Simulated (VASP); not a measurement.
Crystal: ZnS.

```
CELL_PARAMETERS angstrom
0.00000 2.70200 2.70200
2.70200 0.00000 2.70200
2.70200 2.70200 0.00000
ATOMIC_POSITIONS crystal
Zn 0.75000 0.75000 0.75000
S 0.00000 0.00000 0.00000
```

Base run:

| Item | Value |
| --- | --- |
| Program | VASP 6.6.1 |
| Functional | HSE03 |
| Potentials or basis | VASP PAW PBE potentials, release 64 (Zn, S) |
| Cutoff | 520 eV |
| k mesh | 6 × 6 × 6 |
| Occupations | gaussian, width 0.02 eV |
| Spin | no spin polarisation |

Its results: band gap on the k mesh 3.12 eV, direct; pressure 1.1 GPa.

Question: The run is repeated on the same cell with these changes: functional from HSE03 to HSE06. What comes out?

Answer: Band gap on the k mesh 3.34 eV, direct; pressure 0.9 GPa.

Caveats: the PAW data sets were made with another functional, which shifts forces and pressure a little.
